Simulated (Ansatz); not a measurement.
Crystal: BaTiO3.

```
CELL_PARAMETERS angstrom
-2.82767 -1.63255 -2.31773
2.82767 -4.89766 0.00000
-2.82767 -1.63255 4.63546
ATOMIC_POSITIONS crystal
Ba 0.01575 0.99511 0.97326
Ba 0.98425 0.50489 0.52674
Ti 0.50386 0.98954 0.50362
Ti 0.46814 0.51046 0.02438
O 0.53055 0.23162 0.73316
O 0.48625 0.75828 0.23994
O 0.47922 0.75734 0.73348
O 0.53758 0.25276 0.23962
O 0.99089 0.02893 0.47950
O 0.04611 0.47107 0.00370
```

The cell isn't the ideal one: a zone-boundary wave of random shape, sigma 0.1 Å.

```yaml
Program: Ansatz 0.2.0
Task: relaxation of cell and atoms
Functional: RPBE
Potentials_or_basis: Ansatz PAW
Cutoff: "420 eV (not typed: the program's choice for these potentials)"
k_mesh: 7 × 5 × 5
Occupations: fermi-dirac, width 0.05 eV
Spin: no spin polarisation
```

At the start: volume 12.84 Å³/atom.

Where does the relaxation end?

It ends after 14 steps and the volume is 14.11 Å³/atom (+9.9 %); space group Amm2 (No. 38, to 0.05 Å).

Step by step:
```csv
step,energy change (eV),largest force (eV/Å),volume (Å³)
1,0.0000,3.2706,128.39
2,-0.9141,1.3315,135.95
3,-1.1104,0.5984,143.58
4,-1.1922,0.2659,137.53
5,-1.2039,0.0490,138.71
6,-1.2039,0.0518,138.98
7,-1.2049,0.0215,139.19
8,-1.2057,0.0041,139.03
9,-1.2623,0.0043,139.03
10,-1.2638,0.0102,140.51
11,-1.2628,0.0018,140.95
12,-1.2690,0.0018,140.95
13,-1.2688,0.0008,141.05
14,-1.2692,0.0008,141.05
```

Final structure:
```cif
data_structure
_symmetry_space_group_name_H-M 'P 1'
_symmetry_Int_Tables_number 1
_cell_length_a 3.9662
_cell_length_b 5.9162
_cell_length_c 6.0113
_cell_angle_alpha 89.996
_cell_angle_beta 90.003
_cell_angle_gamma 90.000
_cell_volume 141.05
loop_
_atom_site_label
_atom_site_type_symbol
_atom_site_fract_x
_atom_site_fract_y
_atom_site_fract_z
_atom_site_occupancy
Ba1 Ba 0.00423 0.00001 0.01422 1
Ba2 Ba 0.00423 0.50001 0.51422 1
Ti1 Ti 0.50420 0.00001 0.53161 1
Ti2 Ti 0.50419 0.50001 0.03161 1
O1 O 0.50428 0.23692 0.72718 1
O2 O 0.50428 0.73692 0.22718 1
O3 O 0.50428 0.76306 0.72718 1
O4 O 0.50428 0.26306 0.22718 1
O5 O 0.00431 0.00000 0.47851 1
O6 O 0.00431 0.50000 0.97851 1
```

Caveat: the plane-wave basis is chosen anew once the cell has moved, so the energies of steps on either side of that aren't comparable; the pressure holds a Pulay correction of +0.4 GPa for the finite cutoff; the PAW data sets come from PBE, with cores solved anew for the run's functional, which leaves a small shift of forces and pressure.
